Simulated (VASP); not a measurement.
Wanted: the native input for a VASP 6.6.1 run.

```yaml
Task: single point
Functional: PBE
Potentials_or_basis: VASP PAW PBE potentials, release 64 (Te, Mo_sv)
Cutoff: 520 eV
k_mesh: 4 × 8 × 1
Occupations: gaussian, width 0.015 eV
Spin: no spin polarisation
Further_INCAR_settings: ALGO = Fast; EDIFF = 1e-07; NBANDS = 35
```

The structure of Te2Mo lies in POSCAR:

```
Te2Mo
1.0
    6.3616090156      0.0000000000      0.0000000000
    0.0000000000      3.4804030600      0.0000000000
   -0.0857412231      0.0000000000     36.1758904685
Te Mo
4 2
Direct
    0.4292511000      0.7500000000      0.5407035800
    0.5707489000      0.2500000000      0.4592964200
    0.9208478700      0.2500000000      0.5565273200
    0.0791521300      0.7500000000      0.4434726800
    0.1813475600      0.2500000000      0.4974653700
    0.8186524400      0.7500000000      0.5025346300
```

The input as run:

INCAR

```
  PREC = Accurate
  ENCUT = 520
  EDIFF = 1E-7
  ISMEAR = 0
  SIGMA = 0.015
  LREAL = False
  LASPH = True
  NELM = 80
  ALGO = Fast
  ISIF = 2
  LWAVE = False
  LCHARG = False
  GGA = PE
  NBANDS = 35
```

KPOINTS

```
regular mesh
0
Gamma
  4 8 1
```

Potentials or basis: VASP PAW PBE potentials, release 64 (Te, Mo_sv).

The run is started by

```bash
$ cat potpaw_PBE.64/Te/POTCAR potpaw_PBE.64/Mo_sv/POTCAR > POTCAR
$ mpirun -np 1 vasp_std > vasp.out
```

It gave:

```yaml
Largest_force: 0.260 eV/Å
Band_gap_on_the_k_mesh: none (metal or under the smearing width)
```

Wall time 12 min on 1 thread of Intel(R) Xeon(R) Platinum 8559C (Emerald Rapids) (shared host), peak memory 0.96 GiB.
